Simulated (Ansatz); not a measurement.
Which metal conducts best in a thin wire?

Plane-wave DFT in Ansatz, PBEsol, scalar-relativistic PAW potentials, cutoff 420 eV, no spin-orbit coupling; no spin polarisation. Relaxed crystals; Boltzmann transport at 300 K with one relaxation time τ for all states, on bands interpolated from the mesh shown (Fermi–Dirac smearing 0.15 eV in the self-consistent run).

| metal | k mesh | σ/τ xx, yy, zz (10²⁰ Ω⁻¹ m⁻¹ s⁻¹) | N(E_F) (states eV⁻¹ nm⁻³, both spins) |
| --- | --- | --- | --- |
| Pt (Fm-3m) | 20×20×20 | 16.11, 16.11, 16.11 | 133.1 |
| Au (Fm-3m) | 20×20×20 | 16.27, 16.27, 16.27 | 16.7 |
| Sn (Fd-3m) | 12×12×12 | 0.26, 0.26, 0.26 | 1.9 |
| TaSi₂ (P6_422) | 12×12×6 | 2.12, 2.12, 3.42 | 24.5 |
| Ir (Fm-3m) | 20×20×20 | 23.52, 23.52, 23.52 | 63.1 |

**Question.** Get the Fermi velocity and ρλ of each, along its best-conducting axis, without knowing τ.

**Answer.** The trace of σ/τ is e²N(E_F)⟨v²⟩, which gives the root mean square velocity. With ρ = 1/((σ/τ)τ) and λ = vτ the time drops out: ρλ = v/(σ/τ).
```tsv
metal	v (10⁵ m/s)	ρλ (10⁻¹⁶ Ω m²)
Pt (Fm-3m)	4.76	3.0
Ir (Fm-3m)	8.36	3.6
Au (Fm-3m)	13.51	8.3
TaSi₂ (P6_422)	4.41	12.9
Sn (Fd-3m)	5.06	191.6
```

ρλ measures the inverse of the Fermi surface's area in k space (1/(ρλ) = e²S_F/(12π³ħ) for an isotropic metal), not the velocity: slow d electrons on a large surface can match fast s electrons. Copper's value in the literature is about 6.7×10⁻¹⁶ Ω m².

**Question.** How much resistivity do surfaces and grain boundaries add in a square wire 6 nm wide, with diffuse surfaces, grains as wide as the wire and a reflection coefficient of 0.3?

**Answer.** In the common approximations to Fuchs–Sondheimer and Mayadas–Shatzkes, Δρ = ρλ [3(1 − p)/(4d) + 3R/(2D(1 − R))], with specularity p = 0, R = 0.3, and width d and grain size D both 6 nm, so Δρ = ρλ × 2.32×10⁸ m⁻¹: Pt (Fm-3m) 6.9 μΩ cm, Ir (Fm-3m) 8.2 μΩ cm, Au (Fm-3m) 19.3 μΩ cm, TaSi₂ (P6_422) 29.9 μΩ cm, Sn (Fd-3m) 444.9 μΩ cm. The rise is smallest in Pt (Fm-3m). The wire's resistivity is this plus the bulk value, which needs phonon and disorder scattering and wasn't computed, so a small ρλ is needed but not enough: a wire metal must also be stable, stay ordered and resist electromigration and oxidation. One τ for all states gives, as a rule, a lower ρλ than one λ would, by some tens of per cent where velocities vary over the Fermi surface, which flatters d metals against copper, and the values hang on the mesh; the best axis of an anisotropic metal needs oriented grains, and the mean velocity understates λ along it.

Spin-orbit coupling, left out, matters for the members with heavy elements.

Cost: about 41 core-minutes for the runs cited, on Intel Xeon Platinum 8488C (Sapphire Rapids), Intel Xeon 6975P-C (Granite Rapids), Arm Neoverse V2 (shared hosts).